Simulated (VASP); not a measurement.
Input of a VASP 6.6.1 run:

Contents of INCAR:

```
SYSTEM = ZnSiP2
PREC = Accurate
ENCUT = 900
EDIFF = 1E-7
ISMEAR = 0
SIGMA = 0.02
LREAL = .FALSE.
LASPH = .TRUE.
NELM = 100
ALGO = Normal
ISIF = 2
LWAVE = .FALSE.
LCHARG = .TRUE.
GGA = PS
LELF = .TRUE.
LVHAR = .TRUE.
```

KPOINTS

```
Automatic mesh
0
G
  8 8 8
  0 0 0
```

The input POSCAR:

```
ZnSiP2
1.0
   -2.6789500000      2.6789500000      5.2220000000
    2.6789500000     -2.6789500000      5.2220000000
    2.6789500000      2.6789500000     -5.2220000000
Zn Si P
2 2 4
Direct
    0.0000000000      1.0000000000      0.0000000000
    0.7500000000      0.2500000000      0.5000000000
    0.5000000000      0.5000000000      0.0000000000
    0.2500000000      0.7500000000      0.5000000000
    0.3750000000      0.3898500000      0.5148500000
    0.8750000000      0.8601500000      0.4851500000
    0.6101500000      0.1250000000      0.9851500000
    0.1398500000      0.6250000000      0.0148500000
```

Potentials or basis: VASP PAW PBE potentials, release 64 (Zn, Si, P_h).

The run is started by

```bash
$ cat potpaw_PBE.64/Zn/POTCAR potpaw_PBE.64/Si/POTCAR potpaw_PBE.64/P_h/POTCAR > POTCAR
$ mpirun -np 1 vasp_std > vasp.out
```

(1) Estimate the largest force.

(2) What does it give for the band gap on the k mesh?

(3) What does it give for the pressure?

Results:

(1) 0.005 eV/Å.

(2) 1.16 eV, direct.

(3) 0.0 GPa.

Caveat: the PAW data sets were made with another functional, which shifts forces and pressure a little.
